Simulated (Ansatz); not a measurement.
**Co (hcp): which electronic and magnetic state is lowest**

Aim: start Co (hcp) from several magnetic orders or shell fillings at one geometry and see which ends lowest. The run doesn't test whether this is the element's stable form.

Program: Ansatz 0.2.0. Level of theory: DFT r²SCAN, scalar-relativistic, plane waves, PAW. These are calculated values, not measurements.

1 further run of the same task is left out (it didn't finish).

## 1. The system as given

It takes space group P6_3/mmc (No. 194, hexagonal). Conventional cell: a = 2.473 Å, b = 2.473 Å, c = 4.014 Å, α = 90.00°, β = 90.00°, γ = 120.00°. Co (site symmetry -6m2) has 12 Co at 2.46 to 2.47 Å as nearest neighbours.

Structure file:

```xyz
2
Lattice="2.4727 0.0000 0.0000 -1.2363 2.1414 0.0000 0.0000 0.0000 4.0144" Properties=species:S:1:pos:R:3 pbc="T T T"
Co    0.0000    1.4276    3.0108
Co    1.2363    0.7138    1.0036
```

An earlier run at r²SCAN left this cell at 10.628 Å³/atom and -0.01 GPa (20×20×10 mesh), no gap, moments in the atoms' spheres Co 1.89 μB.

## 2. No spin polarisation

input.yaml

```yaml
crystal:
  lattice:
    - [2.4726832927, 0.0, 0.0]
    - [-1.2363416464, 2.141406547, 0.0]
    - [0.0, 0.0, 4.0144468492]
  atoms:
    - { symbol: Co, position: [0.3333333333, 0.6666666667, 0.75] }
    - { symbol: Co, position: [0.6666666667, 0.3333333333, 0.25] }
basis:
  ecutwfc: 500
  ecutrho_ratio: 4
kpoints:
  mp_grid: { grid: [20, 20, 10] }
hamiltonian:
  xc: r2scan
scf:
  occupations: { method: gaussian, width: 0.05 }
output:
  forces: true
  stress: true
  eigenvalues: true
```

The log of the run, cut to the lines that bear on the results:

```text
Warning: RAYON_NUM_THREADS=2 ignored (pool sized by the plan → 2); use --threads N
[...]
Pseudopotentials: kind: paw
Pseudopotential: Co, paw, valence charge 17, recommended cutoff 500 eV (meta_gga), Co.paw.azcp
Functional definition: r2SCAN
[...]
Crystal: 2 atoms, lattice volume = 21.257 Å³
Basis set: ecut = 500 eV, 549 PW (Γ), exchange–correlation on 80×80×120 points (64 copies of the dense FFT grid, shifted against one another)
Bands: 21, of which v1, the nominal top of the filled ones, is band 17 counted from 1 (16 counted from 0)
Symmetry: 24 space group operations
Space group: P63/mmc (ITA 194), of the structure as read, at distance tolerance 2.8e-5 Å
k-points: 264 of 4000
[...]
SCF iter   1: F=—  HF=-10261.882545 eV  |F-HF|=—  |Δ(HF+E_count)|=         —  Δρ=7.95e-3  dr2=3.82e-3  dr2_τ=4.80e-2  ethr=1.77e-3  ⟨swp⟩=5.1  Hψ=21263  notcnv=0
[...]
SCF iter   9: F=-10261.970916 eV  HF=-10261.970916 eV  |F-HF|=1.59e-8  |Δ(HF+E_count)|=   4.24e-8  Δρ=1.32e-5  dr2=2.28e-8  dr2_τ=2.98e-10  ethr=2.94e-10  ⟨swp⟩=5.0  Hψ=19728  notcnv=0
[...]
SCF converged after 9 iterations
Free energy (F): -10261.970916 eV
[...]
E sigma→0 (E₀):  -10261.967769 eV
Entropy (-TS):   -0.006294 eV (-3.147 meV/atom)
Fermi energy:    18.900015 eV
[...]
--- Forces (eV/Å), atoms counted from 1 ---
  atom   1  Co     0.00000000     0.00000000     0.00000000
  atom   2  Co     0.00000000    -0.00000000     0.00000000
[...]
--- Stress (GPa, compression-positive) ---
      -15.570474       0.000000       0.000000
        0.000000     -15.570474       0.000000
        0.000000       0.000000     -17.691572
  P = ⅓ Tr σ = -16.2775 GPa (-162.775 kbar)
--- Band table (eV; the first three rows and the last of 264) ---
  k-point 0: bands = ["-79.7222", "-79.6600", "-41.7162", "-41.3755", "-41.3755", "-41.3430", "-41.3226", "-41.3226", "9.3771", "13.9251", "16.9577", "17.0154", "17.0154", "17.3671", "17.3671", "17.7674", "17.7674", "18.6010", "18.9839", "18.9839", "26.1337"]
[...]
```

Run time: 5.9 s. Hardware: 2 threads of an Arm CPU, shared host; peak memory 0.44 GiB.

Read off: volume 10.628 Å³/atom, pressure -16.28 GPa, a metal on this mesh.

## 3. Antiferromagnetic in the cell, signs +-

input.yaml, as its differences from that of step 2:

```diff
@@ -6,4 +6,4 @@
   atoms:
-    - { symbol: Co, position: [0.3333333333, 0.6666666667, 0.75] }
-    - { symbol: Co, position: [0.6666666667, 0.3333333333, 0.25] }
+    - { symbol: Co, position: [0.3333333333, 0.6666666667, 0.75], spin: 1.5 }
+    - { symbol: Co, position: [0.6666666667, 0.3333333333, 0.25], spin: -1.5 }
 basis:
@@ -21 +21,4 @@
   eigenvalues: true
+  populations: true
+magnetization:
+  spin_polarized: true
```

The log of the run, cut to the lines that bear on the results:

```text
Warning: RAYON_NUM_THREADS=2 ignored (pool sized by the plan → 2); use --threads N
[...]
Pseudopotentials: kind: paw
Pseudopotential: Co, paw, valence charge 17, recommended cutoff 500 eV (meta_gga), Co.paw.azcp
Functional definition: r2SCAN
[...]
Crystal: 2 atoms, lattice volume = 21.257 Å³
Basis set: ecut = 500 eV, 549 PW (Γ), exchange–correlation on 80×80×120 points (64 copies of the dense FFT grid, shifted against one another)
Bands: 23, of which v1, the nominal top of the filled ones, is band 17 counted from 1 (16 counted from 0)
Symmetry: 12 space group operations
Space group: P-6m2 (ITA 187), of the structure as read, at distance tolerance 2.8e-5 Å
Magnetic group: BNS 194.267 (UNI 1497), of the structure as read, at distance tolerance 2.8e-5 Å
k-points: 264 of 4000 (time reversal used)
[...]
Starting moments: Σ|m| = 3 μB on 2 of 2 sites
Starting magnetic order: antiferromagnet; an inversion exchanges its spin sublattices: spin-degenerate at every k-point
[...]
WARN: an SCF from ferromagnetic starting moments (-1.72, -1.72 Bohr magnetons, atom by atom) was not made, by what the run has read of turns of its moments that order reads lower: the deck asks for what bars it, or types moments that do (magnetization.spin_polarized, in the input [...]
SCF converged after 15 iterations
Magnetization: -0.0000 μB (17.0000 up, 17.0000 down)
Absolute magnetization: 3.6160 μB (∫|ρ↑−ρ↓|, with the PAW one-centre terms)
Spin contamination: 1.6603 ħ² per cell (⟨S²⟩ above its minimum at these occupations)
Per-site moments (μB) at R_I (Å): [(1.7344473553586444, 1.016040346379657), (-1.7344748086398163, 1.016040346379657)]
Free energy (F): -10262.428031 eV
[...]
E sigma→0 (E₀):  -10262.426511 eV
Entropy (-TS):   -0.003040 eV (-1.520 meV/atom)
Fermi energy:    19.261489 eV
[...]
--- Forces (eV/Å), atoms counted from 1 ---
  atom   1  Co     0.00000000     0.00000000     0.00000000
  atom   2  Co     0.00000000    -0.00000000     0.00000000
[...]
--- Stress (GPa, compression-positive) ---
       -3.692369       0.000000       0.000000
        0.000000      -3.692369       0.000000
        0.000000       0.000000      24.847928
  P = ⅓ Tr σ = 5.8211 GPa (58.211 kbar)
--- Band table (eV; the first three rows and the last of 528) ---
[... band rows left out ...]
[...]
--- Löwdin populations: 2 sites ---
  site symbol       q [e]    m [muB]
     0     Co     16.7516     1.6675
     1     Co     16.7516    -1.6675
  spilling = 0.014612 (of n_electrons = 34.000000)
```

Caution: the run may have ended on a state that is not the lowest.

Wall time 44 s (2 threads of an Arm CPU, shared host); peak memory 0.65 GiB.

This gives: volume 10.628 Å³/atom, pressure 5.82 GPa, a metal on this mesh, moments in the atoms' spheres Co 1.73, -1.73 μB.

Spin moments on the atoms, as numbers (put along z; the direction is arbitrary without spin–orbit coupling):

```
atom  x (μB)  y (μB)  z (μB)
 Co1    0.00    0.00    1.73
 Co2    0.00    0.00   -1.73
```

## 4. Antiferromagnetic, doubled cell, propagation vector (0, 0, 1/2)

input.yaml

```yaml
crystal:
  lattice:
    - [2.4726832927, 0.0, 0.0]
    - [-1.2363416464, 2.141406547, 0.0]
    - [0.0, 0.0, 8.0288936984]
  atoms:
    - { symbol: Co, position: [0.3333333333, 0.6666666667, 0.375], spin: 1.5 }
    - { symbol: Co, position: [0.6666666667, 0.3333333333, 0.125], spin: 1.5 }
    - { symbol: Co, position: [0.3333333333, 0.6666666667, 0.875], spin: -1.5 }
    - { symbol: Co, position: [0.6666666667, 0.3333333333, 0.625], spin: -1.5 }
basis:
  ecutwfc: 500
  ecutrho_ratio: 4
kpoints:
  mp_grid: { grid: [20, 20, 5] }
hamiltonian:
  xc: r2scan
scf:
  occupations: { method: gaussian, width: 0.05 }
output:
  forces: true
  stress: true
  eigenvalues: true
  populations: true
magnetization:
  spin_polarized: true
```

The log of the run, cut to the lines that bear on the results:

```text
Warning: RAYON_NUM_THREADS=2 ignored (pool sized by the plan → 2); use --threads N
[...]
Pseudopotentials: kind: paw
Pseudopotential: Co, paw, valence charge 17, recommended cutoff 500 eV (meta_gga), Co.paw.azcp
Functional definition: r2SCAN
[...]
Crystal: 4 atoms, lattice volume = 42.513 Å³
Basis set: ecut = 500 eV, 1091 PW (Γ), exchange–correlation on 80×80×240 points (64 copies of the dense FFT grid, shifted against one another)
Bands: 45, of which v1, the nominal top of the filled ones, is band 34 counted from 1 (33 counted from 0)
Symmetry: 12 space group operations
Space group: P-3m1 (ITA 164), of the structure as read, at distance tolerance 3.5e-5 Å
Magnetic group: BNS 164.90 (UNI 1320), of the structure as read, at distance tolerance 3.5e-5 Å
k-points: 198 of 2000
[...]
Starting moments: Σ|m| = 6 μB on 4 of 4 sites
Starting magnetic order: antiferromagnet; a translation exchanges its spin sublattices: spin-degenerate at every k-point
[...]
WARN: an SCF from ferromagnetic starting moments (-1.82, -1.82, -1.82, -1.82 Bohr magnetons, atom by atom) was not made, by what the run has read of turns of its moments that order reads lower: the deck asks for what bars it, or types moments that do (magnetization.spin_polarized, in the [...]
Spin contamination: 3.4845 ħ² per cell (⟨S²⟩ above its minimum at these occupations)
Per-site moments (μB) at R_I (Å): [(1.8289079652197788, 1.0160403463796572), (1.8289079652197784, 1.0160403463796572), (-1.828907965219779, 1.0160403463796572), (-1.828907965219779, 1.0160403463796572)]
Free energy (F): -20525.413788 eV
[...]
E sigma→0 (E₀):  -20525.412320 eV
Entropy (-TS):   -0.002936 eV (-0.734 meV/atom)
Fermi energy:    19.186110 eV
[...]
--- Forces (eV/Å), atoms counted from 1 ---
  atom   1  Co     0.00000000     0.00000000    -1.18749042
  atom   2  Co    -0.00000000     0.00000000     1.18749042
  atom   3  Co     0.00000000    -0.00000000    -1.18749042
  atom   4  Co    -0.00000000     0.00000000     1.18749042
[...]
--- Stress (GPa, compression-positive) ---
        0.174373       0.000000       0.000000
        0.000000       0.174373       0.000000
        0.000000       0.000000       3.510239
  P = ⅓ Tr σ = 1.2863 GPa (12.863 kbar)
--- Band table (eV; the first three rows and the last of 396) ---
[...]
--- Löwdin populations: 4 sites ---
  site symbol       q [e]    m [muB]
     0     Co     16.7636     1.8020
     1     Co     16.7636     1.8020
     2     Co     16.7636    -1.8020
     3     Co     16.7636    -1.8020
  spilling = 0.013906 (of n_electrons = 68.000000)
```

Caution: the run may have ended on a state that is not the lowest.

It took 54 s on 2 threads of an Arm CPU, shared host; peak memory 1 GiB.

Result: volume 10.628 Å³/atom, pressure 1.29 GPa, a metal on this mesh, moments in the atoms' spheres Co 1.83, -1.83 μB.

Spin moments on the atoms, as numbers (put along z; the direction is arbitrary without spin–orbit coupling):

```
atom  x (μB)  y (μB)  z (μB)
 Co1    0.00    0.00    1.83
 Co2    0.00    0.00    1.83
 Co3    0.00    0.00   -1.83
 Co4    0.00    0.00   -1.83
```

## 5. Antiferromagnetic, doubled cell, propagation vector (0, 1/2, 0)

input.yaml

```yaml
crystal:
  lattice:
    - [2.4726832927, 0.0, 0.0]
    - [-2.4726832928, 4.282813094, 0.0]
    - [0.0, 0.0, 4.0144468492]
  atoms:
    - { symbol: Co, position: [0.3333333333, 0.3333333333, 0.75], spin: 1.5 }
    - { symbol: Co, position: [0.6666666667, 0.1666666667, 0.25], spin: 1.5 }
    - { symbol: Co, position: [0.3333333333, 0.8333333333, 0.75], spin: -1.5 }
    - { symbol: Co, position: [0.6666666667, 0.6666666667, 0.25], spin: -1.5 }
basis:
  ecutwfc: 500
  ecutrho_ratio: 4
kpoints:
  mp_grid: { grid: [20, 10, 10] }
hamiltonian:
  xc: r2scan
scf:
  occupations: { method: gaussian, width: 0.05 }
output:
  forces: true
  stress: true
  eigenvalues: true
  populations: true
magnetization:
  spin_polarized: true
```

The log of the run, cut to the lines that bear on the results:

```text
Warning: RAYON_NUM_THREADS=2 ignored (pool sized by the plan → 2); use --threads N
[...]
Pseudopotentials: kind: paw
Pseudopotential: Co, paw, valence charge 17, recommended cutoff 500 eV (meta_gga), Co.paw.azcp
Functional definition: r2SCAN
[...]
Crystal: 4 atoms, lattice volume = 42.513 Å³
Basis set: ecut = 500 eV, 1077 PW (Γ), exchange–correlation on 80×160×120 points (64 copies of the dense FFT grid, shifted against one another)
Bands: 45, of which v1, the nominal top of the filled ones, is band 34 counted from 1 (33 counted from 0)
Symmetry: 8 space group operations
Space group: Pmmn (ITA 59), of the structure as read, at distance tolerance 3.5e-5 Å
Magnetic group: BNS 59.414 (UNI 512), of the structure as read, at distance tolerance 3.5e-5 Å
k-points: 366 of 2000
[...]
Starting moments: Σ|m| = 6 μB on 4 of 4 sites
Starting magnetic order: antiferromagnet; a translation exchanges its spin sublattices: spin-degenerate at every k-point
[...]
WARN: an SCF from ferromagnetic starting moments (-1.68, -1.68, -1.68, -1.68 Bohr magnetons, atom by atom) was not made, by what the run has read of turns of its moments that order reads lower: the deck asks for what bars it, or types moments that do (magnetization.spin_polarized, in the [...]
Spin contamination: 3.0812 ħ² per cell (⟨S²⟩ above its minimum at these occupations)
Per-site moments (μB) at R_I (Å): [(1.6959835998019692, 1.016040346345189), (1.6959835998019686, 1.016040346345189), (-1.6959835998019699, 1.0160403463451892), (-1.695983599801969, 1.0160403463451892)]
Free energy (F): -20524.820165 eV
[...]
E sigma→0 (E₀):  -20524.816708 eV
Entropy (-TS):   -0.006916 eV (-1.729 meV/atom)
Fermi energy:    19.187590 eV
[...]
--- Forces (eV/Å), atoms counted from 1 ---
  atom   1  Co     0.00000000    -0.34044226    -0.00000000
  atom   2  Co    -0.00000000     0.34044226     0.00000000
  atom   3  Co     0.00000000    -0.34044226    -0.00000000
  atom   4  Co    -0.00000000     0.34044226     0.00000000
[...]
--- Stress (GPa, compression-positive) ---
       -6.512305      -0.000000      -0.000000
       -0.000000      11.668085       0.000000
       -0.000000       0.000000      -3.565851
  P = ⅓ Tr σ = 0.5300 GPa (5.300 kbar)
--- Band table (eV; the first three rows and the last of 732) ---
[...]
--- Löwdin populations: 4 sites ---
  site symbol       q [e]    m [muB]
     0     Co     16.7632     1.6473
     1     Co     16.7632     1.6473
     2     Co     16.7632    -1.6473
     3     Co     16.7632    -1.6473
  spilling = 0.013927 (of n_electrons = 68.000000)
```

Caution: the run may have ended on a state that is not the lowest.

Wall time 1.9 min (2 threads of an Arm CPU, shared host); peak memory 1.4 GiB.

Result: volume 10.628 Å³/atom, pressure 0.53 GPa, a metal on this mesh, moments in the atoms' spheres Co 1.70, -1.70 μB.

Spin moments on the atoms, as numbers (put along z; the direction is arbitrary without spin–orbit coupling):

```
atom  x (μB)  y (μB)  z (μB)
 Co1    0.00    0.00    1.70
 Co2    0.00    0.00    1.70
 Co3    0.00    0.00   -1.70
 Co4    0.00    0.00   -1.70
```

## 6. Small parallel starting moments

input.yaml

```yaml
crystal:
  lattice:
    - [2.4726832927, 0.0, 0.0]
    - [-1.2363416464, 2.141406547, 0.0]
    - [0.0, 0.0, 4.0144468492]
  atoms:
    - { symbol: Co, position: [0.3333333333, 0.6666666667, 0.75], spin: 0.5 }
    - { symbol: Co, position: [0.6666666667, 0.3333333333, 0.25], spin: 0.5 }
basis:
  ecutwfc: 500
  ecutrho_ratio: 4
kpoints:
  mp_grid: { grid: [20, 20, 10] }
hamiltonian:
  xc: r2scan
scf:
  occupations: { method: gaussian, width: 0.05 }
output:
  forces: true
  stress: true
  eigenvalues: true
  populations: true
magnetization:
  spin_polarized: true
```

The log of the run, cut to the lines that bear on the results:

```text
Warning: RAYON_NUM_THREADS=2 ignored (pool sized by the plan → 2); use --threads N
[...]
Pseudopotentials: kind: paw
Pseudopotential: Co, paw, valence charge 17, recommended cutoff 500 eV (meta_gga), Co.paw.azcp
Functional definition: r2SCAN
[...]
Crystal: 2 atoms, lattice volume = 21.257 Å³
Basis set: ecut = 500 eV, 549 PW (Γ), exchange–correlation on 80×80×120 points (64 copies of the dense FFT grid, shifted against one another)
Bands: 22, of which v1, the nominal top of the filled ones, is band 17 counted from 1 (16 counted from 0)
Symmetry: 24 space group operations
Space group: P63/mmc (ITA 194), of the structure as read, at distance tolerance 2.8e-5 Å
Magnetic group: BNS 194.263 (UNI 1493), of the structure as read, at distance tolerance 2.8e-5 Å
k-points: 264 of 4000
[...]
Starting moments: Σ|m| = 1 μB on 2 of 2 sites
[...]
Absolute magnetization: 4.1343 μB (∫|ρ↑−ρ↓|, with the PAW one-centre terms)
Spin contamination: 0.1355 ħ² per cell (⟨S²⟩ above its minimum at these occupations)
Per-site moments (μB) at R_I (Å): [(1.8901476162866795, 1.0160403463796572), (1.8901476162866797, 1.0160403463796572)]
Free energy (F): -10263.055737 eV
[...]
E sigma→0 (E₀):  -10263.054691 eV
Entropy (-TS):   -0.002092 eV (-1.046 meV/atom)
Fermi energy:    19.209427 eV
[...]
--- Forces (eV/Å), atoms counted from 1 ---
  atom   1  Co    -0.00000000     0.00000000     0.00000000
  atom   2  Co     0.00000000    -0.00000000     0.00000000
[...]
--- Stress (GPa, compression-positive) ---
        0.020585       0.000000       0.000000
        0.000000       0.020585       0.000000
        0.000000       0.000000      -0.062585
  P = ⅓ Tr σ = -0.0071 GPa (-0.071 kbar)
--- Band table (eV; the first three rows and the last of 528) ---
[... band rows left out ...]
[...]
--- Löwdin populations: 2 sites ---
  site symbol       q [e]    m [muB]
     0     Co     16.7617     1.8623
     1     Co     16.7617     1.8623
  spilling = 0.014016 (of n_electrons = 34.000000)
```

Run time: 25 s. Hardware: 2 threads of an Arm CPU, shared host; peak memory 0.55 GiB.

This gives: volume 10.628 Å³/atom, pressure -0.01 GPa, metallic, moments in the atoms' spheres Co 1.89 μB.

## 7. The magnetic starts side by side

Energies have the smearing extrapolated to zero.

| start | from the base state (meV/atom) | gap (eV) | pressure (GPa) | moments in spheres (μB) |
| --- | --- | --- | --- | --- |
| ferromagnetic | 0.0 | metal | -0.01 | Co 1.89 |
| no spin polarisation | 543.5 | metal | -16.28 | none |
| antiferromagnetic in the cell, signs +- | 314.1 | metal | 5.82 | Co 1.73, -1.73 |
| antiferromagnetic, doubled cell, propagation vector (0, 0, 1/2) | 174.3 | metal | 1.29 | Co 1.83, -1.83 |
| antiferromagnetic, doubled cell, propagation vector (0, 1/2, 0) | 323.2 | metal | 0.53 | Co 1.70, -1.70 |
| small parallel starting moments | 0.0 | metal | -0.01 | Co 1.89 |

Propagation vectors are in units of the typed cell's reciprocal vectors.

## 8. What came out

| quantity | value |
| --- | --- |
| lowest magnetic start | ferromagnetic |
| next in this table | 174.3 meV/atom higher |

The lowest state comes from the start «ferromagnetic», matched within 0.3 meV/atom by «small parallel starting moments»; the next lies 174.3 meV/atom higher. At this cell, forbidding spin polarisation costs 543 meV/atom. Only a few orders and starts were tried, so a lower state isn't excluded.
